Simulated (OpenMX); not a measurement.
# TiSi2: single point with PBE

TiSi2:

```
CELL_PARAMETERS angstrom
-1.47287 1.71213 4.21208
1.47287 -1.71213 4.21208
1.47287 1.71213 -4.21208
ATOMIC_POSITIONS crystal
Ti 0.00000 0.00000 0.00000
Si 0.67008 0.67008 0.00000
Si 0.32992 0.32992 0.00000
```

The cell comes from a database or a generator and needn't be the stable form of this composition.

- Program: OpenMX 3.8.5
- Task: single point
- Functional: PBE
- Potentials or basis: OpenMX 2013 PBE set, Ti7.0-s3p2d2, Si7.0-s2p2d1, grid cutoff 400 Ry
- k mesh: 13 × 13 × 13
- Occupations: fermi-dirac, width 0.05 eV
- Spin: no spin polarisation

The pressure is 1.7 GPa, the largest force is 0.083 eV/Å and the band gap on the k mesh is none (metal or under the smearing width).

Forces on the atoms (eV/Å):
```
Ti   0.000  0.000  0.000
Si  -0.019 -0.032  0.074
Si   0.019  0.032 -0.074
```

It took 3.3 min on 1 thread of Arm Neoverse V1 (shared host), peak memory 0.57 GiB.

Caveat: the basis of atomic orbitals isn't converged, which shifts pressures, moduli and gaps.
